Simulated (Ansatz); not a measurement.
A plane-wave DFT run in Ansatz 0.2.0 (scalar-relativistic PAW potentials unless the input names others): input and command.

```yaml
crystal:
  lattice:
    - [-2.9671314639, -2.9671314639, 0.0]
    - [2.9671314639, -2.9671314639, 0.0]
    - [0.0, 0.0, 12.1185258554]
  atoms:
    - { symbol: Pb, position: [0.5, 0.5, 0.1224213035] }
    - { symbol: Pb, position: [0.0, 0.0, 0.3672639106] }
    - { symbol: Pb, position: [0.5, 0.5, 0.6121065176] }
    - { symbol: Pb, position: [0.0, 0.0, 0.8569491246] }
    - { symbol: S, position: [0.0, 0.0, 0.1224213035] }
    - { symbol: S, position: [0.5, 0.5, 0.3672639106] }
    - { symbol: S, position: [0.0, 0.0, 0.6121065176] }
    - { symbol: S, position: [0.5, 0.5, 0.8569491246] }
basis:
  ecutwfc: 420
kpoints:
  mp_grid: { grid: [8, 8, 3] }
hamiltonian:
  xc: pbe
  dispersion: d3bj
scf:
  occupations: { method: gaussian, width: 0.03 }
  conv_thr: 60
  max_iter: 80
output:
  forces: true
  eigenvalues: true
  stress: true
```

```bash
ansatz run input.yaml --threads 2 --pin off --max-ram 5120MiB --backend cpu --events-out ev --progress --plain --runs-dir out
```

Will this input run?

The program refuses it, because of a keyword of another program (scf.conv_thr: not typed → 60). Without that key it is accepted.

Abridged log:
```
Error: YAML parse error: error: line 24 column 3: unknown field `conv_thr`, expected one of max_iter, algorithm, n_extra_bands, self_checks, convergence, lower_state_search, omitted_lower_state_checks, lower_solution_reach, mixing, occupations, eigensolver, initial_density, exx
  --> <input>:24:3
   |
22 | scf:
23 |   occupations: { method: gaussian, width: 0.03 }
24 |   conv_thr: 60
   |   ^ unknown field `conv_thr`, expected one of max_iter, algorithm, n_extra_bands, self_checks, convergence, lower_state_search, omitted_lower_state_checks, lower_solution_reach, mixing, occupations, eigensolver, initial_density, exx
25 |   max_iter: 80
26 | output:
   |
```